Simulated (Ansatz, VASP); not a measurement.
**KF in VASP and in Ansatz**

```xyz
2
Lattice="0.0000 3.0528 2.6762 3.0528 0.0000 2.6762 3.0528 3.0528 0.0000" Properties=species:S:1:pos:R:3 pbc="T T T"
K     0.0000    0.0000    0.0000
F     1.5264    1.5264    1.3381
```

Change from the starting cell: epitaxial_xy strain +4.0%.

Alike in both runs: task single point; functional PBE; k mesh 8 × 8 × 8; occupations fermi-dirac, width 0.02 eV; no spin polarisation.

|  | VASP | Ansatz |
| --- | --- | --- |
| version | VASP 6.6.1 | Ansatz 0.2.0 |
| potentials or method | VASP PAW PBE potentials, release 64 (K_sv, F) | plane waves, PAW |
| plane-wave cutoff (eV) | 520 | 420 |
| valence electrons in the cell | 16 | 16 |

VASP gave:

- gap on the k mesh at the Fermi level (eV): 5.17
- pressure (GPa): 1.0
- largest component of the traceless stress (GPa): 0.13

**Question.** Which values does Ansatz return?

**Answer.** gap on the k mesh at the Fermi level (eV): 5.18; pressure (GPa): 1.0; largest component of the traceless stress (GPa): 0.10.

The functional is the same, so the differences come from potentials, cutoffs and numerics.

A k mesh can miss the band edges.
